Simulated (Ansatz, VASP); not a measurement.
**Al: VASP beside Ansatz**

```
Al
1.0
     2.30584    0.00000    0.00000
     0.00000    2.30584    0.00000
     0.00000    0.00000    3.53007
Al
1
Direct
  0.00000 0.00000 0.00000
```

Alike in both runs: task single point; functional PBE; k mesh 8 × 8 × 6; occupations gaussian, width 0.1 eV; no spin polarisation.

|  | VASP | Ansatz |
| --- | --- | --- |
| version | VASP 6.6.1 | Ansatz 0.2.0 |
| potentials or method | VASP PAW PBE potentials, release 64 (Al) | scalar-relativistic, plane waves, PAW |
| plane-wave cutoff (eV) | 520 | 420 |
| valence electrons in the cell | 3 | 3 |

|  | VASP | Ansatz | Ansatz less VASP |
| --- | --- | --- | --- |
| gap on the k mesh at the Fermi level (eV) | none | none | - |
| pressure (GPa) | 27.1 | 27.0 | -0.04 |
| largest component of the traceless stress (GPa) | 35.84 | 35.82 | -0.024 |

A gap of «none» marks a metal or a gap that the smearing closes. With one functional, cell and mesh, what is left measures potentials, basis and numerics.

Caveats: so large a pressure means that the cell lies far from this level's equilibrium, or that cutoff or potentials fall short (VASP).
